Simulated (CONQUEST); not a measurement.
A run of CONQUEST 1.3 is set up as follows.

The input Conquest_input:

```
IO.Title SnSe2
IO.Coordinates coords.dat
IO.FractionalAtomicCoords T
IO.Iprint 2
IO.Iprint_init 1
General.NumberOfSpecies 2
General.PseudopotentialType hamann
General.FunctionalType -150130
General.DifferentFunctional T
AtomMove.TypeOfRun static
AtomMove.FullStress T
Grid.GridCutoff 120
DM.SolutionMethod diagon
Diag.MPMesh T
Diag.GammaCentred T
Diag.MPMeshX 5
Diag.MPMeshY 3
Diag.MPMeshZ 3
Diag.kT 0.00367493
minE.SCTolerance 1e-6
SC.MaxIters 100
IO.AtomChargeOutput T
%block ChemicalSpeciesLabel
1 118.710 Sn
2 78.960 Se
%endblock
```

coords.dat

```
    7.0185108570     0.0000000000     0.0000000000
    0.0000000000    11.8062793924     0.0000000000
    0.0000000000     0.0000000000    12.5707869934
6
  0.0000000000   0.0000000000   0.0000000000 1 T T T
  0.5000000000   0.0000000000   0.5000000000 1 T T T
  0.0000000000   0.7510000000   0.3333333330 2 T T T
  0.5000000000   0.7510000000   0.8333333330 2 T T T
  0.0000000000   0.2490000000   0.6666666670 2 T T T
  0.5000000000   0.2490000000   0.1666666670 2 T T T
```

Potentials or basis: PseudoDojo NC LDA, SZ, grid cutoff 120 Ha.

Launch:

```sh
$ Conquest
```

Task: Predict the band gap on the k mesh.

Result: 1.01 eV.

Task: Predict the Mulliken charges.

Result: Sn +0.32; Se -0.16 e.

Stress tensor (GPa, compression positive):
```
15.90  0.00  0.00
 0.00 12.36  1.19
 0.00  1.19 11.52
```

Caveat: the potentials were made for another functional, which shifts forces and pressure; the atomic basis is small; the box holds several primitive cells, so bands are folded and the points are those of the box's own zone; spin-orbit coupling is left out, which moves the levels of the heavy elements; an odd mesh through Γ misses points on the zone boundary, where band edges often lie; the basis of atomic orbitals isn't converged, which shifts pressures, moduli and gaps.
